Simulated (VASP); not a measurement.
# BN (P6_3/mmc) in VASP: further runs

The runs below take BN through relaxation of cell and atoms, vibrations by finite differences, with PBE+D3(BJ).

Everything below comes from runs of VASP 6.6.1. Logs are shortened: lines on timing, memory, paths and dates and some standing lists are left out, and cuts for length are marked.

## 1. Starting point

Symmetry: P6_3/mmc, No. 194, hexagonal system. Conventional cell: a = 2.498 Å, b = 2.498 Å, c = 6.636 Å, α = 90.00°, β = 90.00°, γ = 120.00°. B (site symmetry -6m2) has 3 N at 1.44 Å as nearest neighbours. Around N (site symmetry -6m2) lie 3 B at 1.44 Å.

## 2. Relaxation of cell and atoms, PBE+D3(BJ)

File INCAR:

```
SYSTEM = BN
PREC = Accurate
ENCUT = 520
EDIFF = 1E-7
ISMEAR = 0
SIGMA = 0.02
LREAL = .False.
LASPH = .True.
NELM = 60
ALGO = Normal
ISIF = 3
LWAVE = .False.
LCHARG = .False.
GGA = PE
IVDW = 12
IBRION = 2
NSW = 80
EDIFFG = -0.002
KPAR = 4
```

File KPOINTS:

```
regular mesh
0
Gamma
  9 9 4
  0 0 0
```

File POSCAR:

```
BN
1.0
    2.4982400000      0.0000000000      0.0000000000
   -1.2491200000      2.1635393000      0.0000000000
    0.0000000000      0.0000000000      6.6357000000
B N
2 2
Direct
    0.3333333300      0.6666666700      0.2500000000
    0.6666666700      0.3333333300      0.7500000000
    0.3333333300      0.6666666700      0.7500000000
    0.6666666700      0.3333333300      0.2500000000
```

Potentials or basis: VASP PAW PBE potentials, release 64 (B, N).

The run is started by

```sh
cat potpaw_PBE.64/B/POTCAR potpaw_PBE.64/N/POTCAR > POTCAR
mpirun -np 4 vasp_std > vasp.out
```

OUTCAR:

```text
SYSTEM = BN
   PREC = Accurate
   ENCUT = 520
   EDIFF = 1E-7
   ISMEAR = 0
   LREAL = .False.
   LASPH = .True.
   NELM = 60
   ISIF = 3
   GGA = PE
   IVDW = 12
   IBRION = 2
   NSW = 80
   EDIFFG = -0.002
 IVDW          = 12

 ion  position               nearest neighbor table
   1  0.333  0.667  0.250-   4 1.44   4 1.44   4 1.44
   2  0.667  0.333  0.750-   3 1.44   3 1.44   3 1.44
   3  0.333  0.667  0.750-   2 1.44   2 1.44   2 1.44
   4  0.667  0.333  0.250-   1 1.44   1 1.44   1 1.44

  LATTYP: Found a hexagonal cell.
 ALAT       =     2.4982400000
 C/A-ratio  =     2.6561499296

  Lattice vectors:

 A1 = (   2.4982400000,   0.0000000000,   0.0000000000)
 A2 = (  -1.2491200000,   2.1635393000,   0.0000000000)
 A3 = (   0.0000000000,   0.0000000000,   6.6357000000)

Analysis of symmetry for initial positions (statically):
=====================================================================
 Subroutine PRICEL returns:
 Original cell was already a primitive cell.

 Routine SETGRP: Setting up the symmetry group for a
 hexagonal supercell.

 Subroutine GETGRP returns: Found 24 space group operations
 (whereof 12 operations were pure point group operations)
 out of a pool of 24 trial point group operations.

The static configuration has the point symmetry D_3d.
 The point group associated with its full space group is D_6h.

Analysis of symmetry for dynamics (positions and initial velocities):
=====================================================================
 Subroutine PRICEL returns:
 Original cell was already a primitive cell.

 Routine SETGRP: Setting up the symmetry group for a
 hexagonal supercell.

 Subroutine GETGRP returns: Found 24 space group operations
 (whereof 12 operations were pure point group operations)
 out of a pool of 24 trial point group operations.

The dynamic configuration has the point symmetry D_3d.
 The point group associated with its full space group is D_6h.

 Subroutine INISYM returns: Found 24 space group operations
 (whereof 12 operations are pure point group operations),
 and found     1 'primitive' translations

----------------------------------------------------------------------------------------

                                     Primitive cell

  volume of cell :      35.8662

  direct lattice vectors                    reciprocal lattice vectors
     2.498240000  0.000000000  0.000000000     0.400281798  0.231102805  0.000000000
    -1.249120000  2.163539300  0.000000000     0.000000000  0.462205609  0.000000000
     0.000000000  0.000000000  6.635700000     0.000000000  0.000000000  0.150700002

  length of vectors
     2.498240000  2.498239996  6.635700000     0.462205608  0.462205609  0.150700002

  position of ions in fractional coordinates (direct lattice)
[... 97 lines left out ...]
   EFERMI =   0.00;   METHOD = LEGACY
   ISMEAR =     0;   SIGMA  =   0.02  broadening in eV -4-tet -1-fermi 0-gaus
   EFERMI_NEDOS =   21; number of points for ismear=-14 and -15
   IALGO  =     38    algorithm
   IMIX   =      4    mixing-type and parameters
     AMIX     =   0.40;   BMIX     =  1.00
     AMIX_MAG =   1.60;   BMIX_MAG =  1.00
  volume/ion in A,a.u.               =       8.97        60.51
  Fermi-wavevector in a.u.,A,eV,Ry     =   1.250891  2.363842 21.289433  1.564729
  Thomas-Fermi vector in A             =   2.384864
   LORBIT       =      0    0 simple, 1 ext, 2 COOP (PROOUT), +10 PAW based schemes
   GGA     = PE    functional components
   LHFCALC =     F    Hartree Fock is set to
   AEXX    =    0.0000 exact exchange contribution
   IVDW    =    12    specifies the selected vdW correction
   LEPSILON=     F    determine dielectric tensor
   LRPA    =     F    only Hartree local field effects (RPA)
 conjugate gradient relaxation of ions
 non-spin polarized calculation
 Gauss-broadening in eV      SIGMA  =   0.02
  energy-cutoff  :      520.00
  volume of cell :       35.87
 maximum number of plane-waves:       985
 NGX is ok and might be reduce to    20
   NGX =  9   NGY =  9   NGZ = 25

--------------------------------------- Ionic step        1  -------------------------------------------

 number of electron      15.9999997 magnetization

 Free energy of the ion-electron system (eV)
  ---------------------------------------------------
  ext. energy  EPLUGINS =         0.00000000
  ---------------------------------------------------
  free energy    TOTEN  =       -35.14691202 eV

  energy without entropy =      -35.14691202  energy(sigma->0) =      -35.14691202

------------------------ aborting loop because EDIFF is reached ----------------------------------------

 Edisp (eV)   -0.56768

 E8    (eV) :    -0.1663
[... 111 lines left out ...]
  FREE ENERGIE OF THE ION-ELECTRON SYSTEM (eV)
  ---------------------------------------------------
  free  energy   TOTEN  =       -35.7174749407 eV

  energy  without entropy=      -35.7174749407  energy(sigma->0) =      -35.71747494

[... ionic steps 4 to 8 ...]

--------------------------------------- Ionic step        9  -------------------------------------------

 number of electron      15.9999997 magnetization

------------------------ aborting loop because EDIFF is reached ----------------------------------------
[... 79 lines left out ...]
--------------------------------------- Ionic step       11  -------------------------------------------

 number of electron      15.9999997 magnetization

 Free energy of the ion-electron system (eV)
  ---------------------------------------------------
  ext. energy  EPLUGINS =         0.00000000
  ---------------------------------------------------
  free energy    TOTEN  =       -35.14863660 eV

  energy without entropy =      -35.14863660  energy(sigma->0) =      -35.14863660

 E-fermi :   2.4769     XC(G=0): -10.1178

 val. band max:        2.3248213645   @ k =   0.3333   0.3333   0.5000
 cond. band min:       6.7043229696   @ k =   0.4444   0.1111   0.0000
 fundamental gap:      4.3795016051
 Fermi energy:         2.4769202398

 k-point     1 :       0.0000    0.0000    0.0000
  band No.  band energies     occupation
      1     -15.4621      2.00000
      2     -15.1482      2.00000
      3      -3.9081      2.00000
      4      -1.6935      2.00000
      5       0.9908      2.00000
      6       0.9908      2.00000
      7       1.0315      2.00000
      8       1.0315      2.00000
      9       7.6393      0.00000
     10      12.7272      0.00000
     11      13.8421      0.00000
     12      13.8421      0.00000
[... 331 lines left out ...]
 k-point    24 :       0.3333    0.3333    0.2500
  band No.  band energies     occupation
      1     -11.6469      2.00000
      2     -11.6469      2.00000
      3      -5.6064      2.00000
      4      -5.4846      2.00000
      5      -4.8170      2.00000
      6      -4.8170      2.00000
      7       2.2795      2.00000
      8       2.2795      2.00000
      9       7.0737      0.00000
     10       7.0737      0.00000
     11      13.4021      0.00000
     12      15.6033      0.00000

 [... further k-points ...]

------------------------ aborting loop because EDIFF is reached ----------------------------------------

 Edisp (eV)   -0.56903

 E8    (eV) :    -0.1668
[... 27 lines left out ...]
  FREE ENERGIE OF THE ION-ELECTRON SYSTEM (eV)
  ---------------------------------------------------
  free  energy   TOTEN  =       -35.7176635064 eV

  energy  without entropy=      -35.7176635064  energy(sigma->0) =      -35.71766351

 reached required accuracy - stopping structural energy minimisation
```

OSZICAR:

```text
N       E                     dE             d eps       ncg     rms          rms(c)
DAV:   1     0.672045448744E+02    0.67205E+02   -0.83121E+03   864   0.123E+03
DAV:   2    -0.343444967628E+02   -0.10155E+03   -0.93593E+02  1268   0.265E+02
DAV:   3    -0.387092701054E+02   -0.43648E+01   -0.43376E+01  1104   0.582E+01
[... 87 lines left out ...]
DAV:   1    -0.351486490377E+02    0.34532E-03   -0.54811E-04   972   0.250E-01    0.266E-02
DAV:   2    -0.351486374953E+02    0.11542E-04   -0.25162E-05  1044   0.488E-02    0.102E-02
DAV:   3    -0.351486366445E+02    0.85074E-06   -0.39167E-06  1036   0.161E-02    0.356E-03
DAV:   4    -0.351486365365E+02    0.10800E-06   -0.49417E-07  1020   0.631E-03    0.165E-03
DAV:   5    -0.351486366024E+02   -0.65885E-07   -0.99549E-08   468   0.293E-03
  11 F= -.35717664E+02 E0= -.35717664E+02  d E =-.215268E-06
```

CONTCAR:

```text
BN
   1.00000000000000
     2.5068123859524150    0.0000000000000000   -0.0000000000000000
    -1.2534061929762075    2.1709632039568150   -0.0000000000000000
    -0.0000000000000000    0.0000000000000000    6.5855779624696735
  B               N
     2     2
Direct
     0.3333333300000021    0.6666666699999979    0.2500000000000000
     0.6666666699999979    0.3333333300000021    0.7500000000000000
     0.3333333300000021    0.6666666699999979    0.7500000000000000
     0.6666666699999979    0.3333333300000021    0.2500000000000000

  0.00000000E+00  0.00000000E+00  0.00000000E+00
  0.00000000E+00  0.00000000E+00  0.00000000E+00
  0.00000000E+00  0.00000000E+00  0.00000000E+00
  0.00000000E+00  0.00000000E+00  0.00000000E+00
```

Wall time 57 s (4 MPI ranks of Intel Xeon Platinum 8259CL at 2.50GHz (Skylake/Cascade Lake), shared host); peak memory 0.16 GiB.

Results:

| Quantity | Value |
| --- | --- |
| Free energy | -35.7177 eV |
| Relaxed volume | 8.96 Å³/atom |
| Relaxed cell | a = 2.507 Å, b = 2.507 Å, c = 6.586 Å, α = 90.00°, β = 90.00°, γ = 120.00° |
| Space group after relaxing (to 0.05 Å) | P6_3/mmc (No. 194) |
| Energy gained by relaxing | 0.8 meV/atom |
| Ionic steps | 11 |
| Pressure after relaxing | 0.0 GPa |
| Band gap on the k mesh | 4.38 eV, indirect (least direct gap 4.63 eV) |
| Dispersion energy per atom | -0.142 eV |

Step by step:
| step | energy change (eV) | largest force (eV/Å) | pressure (GPa) | volume (Å³) |
| --- | --- | --- | --- | --- |
| 1 | 0.0000 | 0.0000 | 2.42 | 35.87 |
| 2 | 0.0077 | 0.0000 | -4.69 | 36.57 |
| 3 | -0.0029 | 0.0000 | -0.09 | 36.11 |
| 4 | -0.0029 | 0.0000 | -0.04 | 36.10 |
| 5 | -0.0029 | 0.0000 | -0.03 | 36.08 |
| 6 | -0.0030 | 0.0000 | -0.02 | 36.03 |
| 7 | -0.0031 | 0.0000 | 0.01 | 35.92 |
| 8 | -0.0030 | 0.0000 | 0.06 | 35.70 |
| 9 | -0.0031 | 0.0000 | 0.03 | 35.84 |
| 10 | -0.0030 | 0.0000 | -0.22 | 35.86 |
| 11 | -0.0031 | 0.0000 | 0.00 | 35.84 |

Final structure:
```
CELL_PARAMETERS angstrom
2.50681 0.00000 0.00000
-1.25341 2.17096 0.00000
0.00000 0.00000 6.58558
ATOMIC_POSITIONS crystal
B 0.33333 0.66667 0.25000
B 0.66667 0.33333 0.75000
N 0.33333 0.66667 0.75000
N 0.66667 0.33333 0.25000
```

Levels at points of the mesh, in eV from the valence-band top:
| k point | band 6 | band 7 | band 8 | band 9 | band 10 | band 11 |
| --- | --- | --- | --- | --- | --- | --- |
| (0.00, 0.00, 0.00) | -1.33 | -1.29 | -1.29 | 5.31 | 10.40 | 11.52 |
| (0.00, 0.00, 0.50) | -1.31 | -1.31 | -1.31 | 7.72 | 7.72 | 11.58 |

Caveat: an odd mesh through Γ misses points on the zone boundary, where band edges often lie.

## 3. Relaxation of cell and atoms, PBE+D3(BJ)

INCAR is that of step 2.

KPOINTS is that of step 2.

File POSCAR:

```
BN                                      
1.0
    2.5068123860      0.0000000000     -0.0000000000
   -1.2534061930      2.1709632040     -0.0000000000
   -0.0000000000      0.0000000000      6.5855779625
  B               N             
     2     2
Direct
     0.3333333300000021    0.6666666699999979    0.2500000000000000
     0.6666666699999979    0.3333333300000021    0.7500000000000000
     0.3333333300000021    0.6666666699999979    0.7500000000000000
     0.6666666699999979    0.3333333300000021    0.2500000000000000
```

Potentials or basis: VASP PAW PBE potentials, release 64 (B, N).

The run is started by

```sh
cat potpaw_PBE.64/B/POTCAR potpaw_PBE.64/N/POTCAR > POTCAR
mpirun -np 4 vasp_std > vasp.out
```

Wall time 8.3 s (4 MPI ranks of Intel Xeon Platinum 8259CL at 2.50GHz (Skylake/Cascade Lake), shared host); peak memory 0.16 GiB.

It converged, with:

* Free energy: -35.7176 eV
* Pressure after relaxing: 0.0 GPa
* Band gap on the k mesh: 4.38 eV, indirect (least direct gap 4.63 eV)
* Dispersion energy per atom: -0.142 eV

Final structure:
```yaml
crystal:
  lattice:
    - [2.50681, 0.00000, 0.00000]
    - [-1.25341, 2.17096, 0.00000]
    - [0.00000, 0.00000, 6.58558]
  atoms:
    - { symbol: B, position: [0.33333, 0.66667, 0.25000] }
    - { symbol: B, position: [0.66667, 0.33333, 0.75000] }
    - { symbol: N, position: [0.33333, 0.66667, 0.75000] }
    - { symbol: N, position: [0.66667, 0.33333, 0.25000] }
```

Levels at points of the mesh, in eV from the valence-band top:
| k point | band 4 | band 5 | band 6 | band 7 | band 8 | band 9 | band 10 | band 11 | band 12 |
| --- | --- | --- | --- | --- | --- | --- | --- | --- | --- |
| (0.00, 0.00, 0.00) | -4.02 | -1.33 | -1.33 | -1.29 | -1.29 | 5.31 | 10.40 | 11.52 | 11.52 |
| (0.00, 0.00, 0.50) | -5.25 | -1.31 | -1.31 | -1.31 | -1.31 | 7.72 | 7.72 | 11.58 | 11.58 |

Caveat: the relaxation stopped at its first step, so nothing moved; an odd mesh through Γ misses points on the zone boundary, where band edges often lie.

## 4. Vibrations by finite differences, PBE+D3(BJ)

File INCAR:

```
  PREC = Accurate
  ENCUT = 520
  EDIFF = 1E-8
  ISMEAR = 0
  SIGMA = 0.02
  LREAL = F
  LASPH = T
  NELM = 60
  ALGO = Normal
  ISIF = 2
  LWAVE = F
  LCHARG = F
  GGA = PE
  IVDW = 12
  IBRION = 6
  NFREE = 2
  POTIM = 0.015
  NSW = 1
  KPAR = 4
```

File KPOINTS:

```
Automatic mesh
0
Gamma
  9 9 4
```

Edit POSCAR of step 3 so:

```diff
@@ -2,5 +2,5 @@
 1.0
-    2.5068123860      0.0000000000     -0.0000000000
-   -1.2534061930      2.1709632040     -0.0000000000
-   -0.0000000000      0.0000000000      6.5855779625
+    2.5068123860      0.0000000000      0.0000000000
+   -1.2534061930      2.1709632040      0.0000000000
+    0.0000000000      0.0000000000      6.5855779625
   B               N
```

Potentials or basis: VASP PAW PBE potentials, release 64 (B, N).

The run is started by

```sh
cat potpaw_PBE.64/B/POTCAR potpaw_PBE.64/N/POTCAR > POTCAR
mpirun -np 4 vasp_std > vasp.out
```

OUTCAR:

```text
PREC = Accurate
   ENCUT = 520
   EDIFF = 1E-8
   ISMEAR = 0
   LREAL = F
   LASPH = T
   NELM = 60
   ISIF = 2
   GGA = PE
   IVDW = 12
   IBRION = 6
   NFREE = 2
   POTIM = 0.015
   NSW = 1
 IVDW          = 12

 ion  position               nearest neighbor table
   1  0.333  0.667  0.250-   4 1.45   4 1.45   4 1.45
   2  0.667  0.333  0.750-   3 1.45   3 1.45   3 1.45
   3  0.333  0.667  0.750-   2 1.45   2 1.45   2 1.45
   4  0.667  0.333  0.250-   1 1.45   1 1.45   1 1.45

  LATTYP: Found a hexagonal cell.
 ALAT       =     2.5068123860
 C/A-ratio  =     2.6270725321

  Lattice vectors:

 A1 = (   2.5068123860,   0.0000000000,   0.0000000000)
 A2 = (  -1.2534061930,   2.1709632040,   0.0000000000)
 A3 = (   0.0000000000,   0.0000000000,   6.5855779625)

Analysis of symmetry for initial positions (statically):
[... 899 lines left out ...]

 Edisp (eV)   -0.56903

 E8    (eV) :    -0.1668
[... 27 lines left out ...]
  FREE ENERGIE OF THE ION-ELECTRON SYSTEM (eV)
  ---------------------------------------------------
  free  energy   TOTEN  =       -35.7160637575 eV

  energy  without entropy=      -35.7160637575  energy(sigma->0) =      -35.71606376

 INTERNAL STRAIN TENSORS FROM DISPLACED ATOMS
 ============================================

 INTERNAL STRAIN TENSOR FOR ION    1 for displacements in x,y,z  (eV/Angst):
          X           Y           Z          XY          YZ          ZX
  --------------------------------------------------------------------------------
  x    -0.00000     0.00000     0.00000   -12.30578     0.00000     0.00000
  y   -12.30578    12.30578     0.00000     0.00000     0.00000     0.00000
  z     0.00000     0.00000    -0.00000     0.00000     0.00000     0.00000

 INTERNAL STRAIN TENSOR FOR ION    4 for displacements in x,y,z  (eV/Angst):
          X           Y           Z          XY          YZ          ZX
  --------------------------------------------------------------------------------
  x     0.00000     0.00000     0.00000    12.48758     0.00000     0.00000
  y    12.48758   -12.48758     0.00000     0.00000     0.00000     0.00000
  z    -0.00000     0.00000     0.00000     0.00000     0.00000     0.00000

 Eigenvectors and eigenvalues of the dynamical matrix
 ----------------------------------------------------

   1 f  =   40.509206 THz   254.526848 2PiTHz 1351.241663 cm-1   167.532539 meV
             X         Y         Z           dx          dy          dz
     -0.000000  1.447309  1.646394     0.530874    0.000000    0.000000
      1.253406  0.723654  4.939183    -0.530874   -0.000000   -0.000000
     -0.000000  1.447309  4.939183     0.467090    0.000000    0.000000
      1.253406  0.723654  1.646394    -0.467090   -0.000000    0.000000
[... 71 lines left out ...]
  12 f/i=    0.002636 THz     0.016565 2PiTHz    0.087942 cm-1     0.010903 meV
             X         Y         Z           dx          dy          dz
     -0.000000  1.447309  1.646394    -0.000000    0.000000   -0.466690
      1.253406  0.723654  4.939183    -0.000000    0.000000   -0.466690
     -0.000000  1.447309  4.939183    -0.000000    0.000000   -0.531225
      1.253406  0.723654  1.646394    -0.000000    0.000000   -0.531225

 ELASTIC MODULI CONTR FROM IONIC RELAXATION (kBar)
 Direction    XX          YY          ZZ          XY          YZ          ZX
 --------------------------------------------------------------------------------
 XX        -347.0206    347.0206     -0.0000      0.0000      0.0000      0.0000
 YY         347.0206   -347.0206      0.0000     -0.0000      0.0000      0.0000
 ZZ          -0.0000      0.0000     -0.0000     -0.0000      0.0000      0.0000
 XY           0.0000     -0.0000     -0.0000   -347.0206      0.0000      0.0000
 YZ           0.0000      0.0000      0.0000      0.0000      0.0000      0.0000
 ZX           0.0000      0.0000      0.0000      0.0000      0.0000      0.0000
 --------------------------------------------------------------------------------
```

OSZICAR:

```text
N       E                     dE             d eps       ncg     rms          rms(c)
DAV:   1     0.590672644309E+02    0.59067E+02   -0.83503E+03   864   0.123E+03
DAV:   2    -0.345485784768E+02   -0.93616E+02   -0.86322E+02  1260   0.263E+02
DAV:   3    -0.386304231728E+02   -0.40818E+01   -0.40657E+01  1096   0.576E+01
[... 14 lines left out ...]
DAV:   3    -0.351469865541E+02    0.79423E-03   -0.22346E-03  1272   0.527E-01    0.424E-02
DAV:   4    -0.351470305066E+02   -0.43952E-04   -0.45269E-04  1188   0.179E-01    0.111E-02
DAV:   5    -0.351470326160E+02   -0.21094E-05   -0.53966E-06  1312   0.236E-02    0.518E-03
DAV:   6    -0.351470332045E+02   -0.58857E-06   -0.13990E-06  1224   0.117E-02    0.824E-04
DAV:   7    -0.351470332301E+02   -0.25590E-07   -0.84531E-08  1248   0.291E-03    0.267E-04
DAV:   8    -0.351470332334E+02   -0.32708E-08   -0.47128E-09   824   0.710E-04
   9 F= -.35716064E+02 E0= -.35716064E+02  d E =-.104976E-28
```

Wall time 79 s (4 MPI ranks of Intel Xeon Platinum 8259CL at 2.50GHz (Skylake/Cascade Lake), shared host); peak memory 0.23 GiB.

Results:

| Item | Value |
| --- | --- |
| Highest phonon frequency at Γ, LO-TO splitting left out | 1351 cm⁻¹ |
| Dispersion energy per atom | -0.142 eV |

Phonon frequencies in cm⁻¹ (negative: imaginary):
```
              q point                                  frequencies
(0.000, 0.000, 0.000)  0 0 0 47 47 122 743 796 1351 1351 1351 1351
```
